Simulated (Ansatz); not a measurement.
**Hf on a Si site in SiO2**

Computed with the plane-wave PAW code Ansatz (scalar-relativistic, PAW set soft_2): PBE, no spin polarisation, 420 eV cutoff, k-mesh 2×2×2 shifted by half a step.

The relaxed host crystal (Kohn–Sham gap 5.74 eV):

```
Si O
1.0
    -2.51315    2.51315    3.68587
     2.51315   -2.51315    3.68587
     2.51315    2.51315   -3.68587
Si O
2 4
Direct
  0.00000 0.00000 0.00000
  0.75000 0.25000 0.50000
  0.37500 0.21748 0.34248
  0.96748 0.62500 0.84248
  0.78252 0.12500 0.15752
  0.87500 0.03252 0.65752
```

Supercell of 24 atoms, rows of the matrix [[-1,1,0],[-1,-1,-2],[-1,-1,0]] times the cell vectors; Hf on a Si site at (0.000, 0.000, 0.000) in fractions of the cell above. Atoms are relaxed at the host's cell. The cell loses 1 of its 8 Si, so this is a heavily doped crystal.

How does the lattice relax around the defect, and where do the electrons go?

Distances from the Hf atom (Å), by shell of the perfect crystal:

```csv
shell,perfect crystal,"relaxed, charge 0"
4 O,1.63,1.94
4 Si,3.12,3.23
```

| charge | gap of the cell on the mesh (eV) | carriers |
| --- | --- | --- |
| 0 | 6.51 | none in the bands |

On this mesh the host's own supercell has a gap of 6.68 eV.

Formation energy of the neutral defect: -0.72 eV, taking atoms from and to the elements' standard states (no corrections for gases), so it belongs to those chemical potentials alone.

A negative value doesn't mean that the atoms enter by themselves: with the elements as reservoirs, compounds of them would form first.

Caveats: semilocal functionals make gaps too small, which shifts levels too; small supercell, so energies and levels can be off by tenths of an eV; the atoms kept the symmetry of the start, so a distorted state could lie lower.

Hafnium acts as an isovalent substituent: with four valence electrons, it replaces silicon as formal Hf(IV) with an empty 5d shell, which fits the absence of carriers in the bands. The main response is structural. The oxygen shell moves out from 1.63 to 1.94 Å because Hf(IV) is much larger than Si(IV), while the silicon shell moves only from 3.12 to 3.23 Å. This suggests that the framework takes up much of the misfit by closing the Hf–O–Si angles, which are soft compared with stretching the stiff Si–O bonds.

The gap narrows slightly, from 6.68 to 6.51 eV. Empty Hf 5d states mixing into the conduction-band edge could cause this, but so could the local strain, and the gaps alone don't establish a separate defect level. The negative formation energy of -0.72 eV probably reflects the greater affinity of elemental hafnium for oxygen compared with silicon, rather than a comfortable fit in the site. It gives no measure of solubility against HfO2 or hafnon, where hafnium attains higher oxygen coordination.
